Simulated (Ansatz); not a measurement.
**Si: zone-centre modes**

All numbers below come from DFT PBEsol, scalar-relativistic, plane waves, PAW in Ansatz 0.2.0. Plane waves to 420 eV; Γ-centred k mesh 12×12×12; fixed occupations. No spin polarisation. Phonons by linear response, acoustic sum rule imposed.

Equilibrium structure at this level:
```yaml
crystal:
  lattice:
    - [0.00000, 2.71675, 2.71675]
    - [2.71675, 0.00000, 2.71675]
    - [2.71675, 2.71675, 0.00000]
  atoms:
    - { symbol: Si, position: [0.50000, 0.50000, 0.50000] }
    - { symbol: Si, position: [0.75000, 0.75000, 0.75000] }
```

Optical modes at Γ (transverse, no macroscopic field); i marks an imaginary frequency:
```tsv
frequency (meV)	degeneracy	IR intensity of the level ((D/Å)²/amu)
63.1	3	0.00
```

All 3 optical modes at Γ are real: no displacement of atoms at fixed cell lowers the energy to second order. Strains and modes at other wave vectors aren't tested by this run.

| Quantity | Value |
| --- | --- |
| Electronic dielectric constant ε∞ (principal values) | 13.29 |
| Static dielectric constant ε0 (principal values) | 13.3 |
| Refractive index √ε∞, mean | 3.65 |
| Kohn–Sham gap on the mesh | 0.46 eV |
| Cost | 28 s on 1 thread of Intel(R) Xeon(R) 6975P-C (Granite Rapids) (shared host), peak memory 0.67 GiB |

Born effective charges (e):
```tsv
atom	Z*xx	Z*yy	Z*zz	mean
Si (atom 1)	0.00	0.00	0.00	0.00
```